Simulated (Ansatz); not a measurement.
MoS2, DFT, LDA, all-electron PAW with datasets made for the crystal, scalar-relativistic (Ansatz 0.2.0), run on 2 threads of Intel(R) Xeon(R) Platinum 8375C CPU @ 2.90GHz (Ice Lake) on a shared host.

The cell comes from COD entry 9007660, which wasn't checked; take it as a given geometry. The listed cell was then made from it by scaling, straining or moving an atom.

Command: `ansatz run input.yaml --threads 2 --pin off --max-ram 8192MiB --backend cpu --events-out ev --progress --plain --runs-dir out`

```yaml
crystal:
  lattice:
    - [3.1610016016, 0.0, 0.0]
    - [-1.5805008008, 2.7375076884, 0.0]
    - [0.0, 0.0, 12.5409]
  atoms:
    - { symbol: Mo, position: [0.3333333333, 0.6666666667, 0.25] }
    - { symbol: Mo, position: [0.6666666667, 0.3333333333, 0.75] }
    - { symbol: S, position: [0.3333333333, 0.6666666667, 0.6275] }
    - { symbol: S, position: [0.6666666667, 0.3333333333, 0.1275] }
    - { symbol: S, position: [0.3333333333, 0.6666666667, 0.8725] }
    - { symbol: S, position: [0.6666666667, 0.3333333333, 0.3725] }
kpoints:
  mp_grid: { grid: [10, 10, 3] }
scf:
  occupations: { method: fermi_dirac, width: 0.03 }
hamiltonian:
  xc: lda
  pseudopotentials: { kind: all_electron, datasets: crystal }
output:
  forces: true
  stress: true
  eigenvalues: true
  efg: { contact_densities: true }
```

(1) How large is the problem that the program sets up?

(2) Estimate the wall time and the peak memory.

(3) And the same cell and mesh by frozen-core PAW, asked for forces, stress, eigenvalues, efg, on the same hardware?

Results:

(1) 28 irreducible k-points, 1301 plane waves at Γ, 37 bands.

(2) 15 s of wall time for 10 SCF iterations, with a peak of 0.77 GiB. Times on shared machines scatter by tens of per cent.

(3) 4.2 s, peak memory 0.47 GiB.
